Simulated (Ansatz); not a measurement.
Density of states of VO$_{2}$ (P4_2/mnm, a = 4.584 Å, b = 4.584 Å, c = 2.838 Å, α = 90.00°, β = 90.00°, γ = 90.00°), in states per eV and primitive cell, averaged over bins of 0.5 eV. Method: Ansatz, DFT PBE, scalar-relativistic, plane waves, PAW.

Settings: cutoff 420 eV, Γ-centred mesh 8×12×8 on the computed 6-atom cell, Gaussian smearing of 0.10 eV; collinear spin from starting moments 0.92 0.92 0 0 0 0 μB.

The cell is relaxed at this level. The states (both spins) are summed by tetrahedra on a 12×18×12 mesh at the self-consistent density. Energies are bin centres; the table starts no lower than −8 eV and ends at 6 eV, or lower where the solved bands end.

It is a metal at this level.

```csv
E − E_F (eV),total,V 3d up,O 2p up,V 3d down,O 2p down,O 2s up,O 2s down
-7.50,0.36,0.08,0.21,0.01,0.04,0.00,0.00
-7.00,2.04,0.34,0.87,0.18,0.54,0.01,0.01
-6.50,5.61,0.75,2.10,0.57,1.96,0.01,0.01
-6.00,6.38,0.81,1.98,0.83,2.60,0.01,0.01
-5.50,3.78,0.57,1.39,0.44,1.27,0.02,0.01
-5.00,4.10,0.41,1.47,0.44,1.63,0.03,0.03
-4.50,5.12,0.40,2.03,0.35,2.14,0.03,0.03
-4.00,4.72,0.36,1.92,0.26,2.04,0.02,0.02
-3.50,5.03,0.49,2.06,0.31,2.06,0.01,0.01
-3.00,4.60,0.36,1.71,0.29,2.17,0.01,0.01
-2.50,4.54,0.23,1.85,0.15,2.25,0.01,0.01
-2.00,1.46,0.06,0.70,0.02,0.66,0.00,0.00
-1.50,0.26,0.02,0.14,0.00,0.10,0.00,0.00
-1.00,0.17,0.16,0.02,0.00,0.00,0.00,0.00
-0.50,2.19,1.88,0.28,0.00,0.00,0.01,0.00
0.00,3.11,2.49,0.53,0.04,0.00,0.01,0.00
0.50,5.05,2.63,0.63,1.59,0.12,0.01,0.01
1.00,5.59,1.61,0.75,2.80,0.33,0.00,0.01
1.50,4.32,0.52,0.26,3.00,0.47,0.00,0.02
2.00,3.08,0.10,0.02,2.27,0.62,0.01,0.01
2.50,2.08,1.07,0.22,0.42,0.14,0.16,0.00
3.00,2.63,0.90,0.30,0.95,0.16,0.11,0.13
3.50,3.00,0.98,0.46,1.01,0.28,0.08,0.12
4.00,3.84,1.18,0.68,1.24,0.50,0.05,0.09
4.50,3.31,0.83,0.54,1.21,0.60,0.02,0.05
5.00,1.53,0.07,0.05,0.86,0.49,0.00,0.02
5.50,0.09,0.00,0.00,0.06,0.04,0.00,0.00
```

The columns after the total are the main Löwdin projections on the occupied valence shells of the potentials; 4 others are left out. The rest of the total lies in those, in shells that are empty in the free atom, which aren't projected, and between the atoms.

Moments started parallel, and an antiferromagnetic order may lie lower.

Only this magnetic start was tried.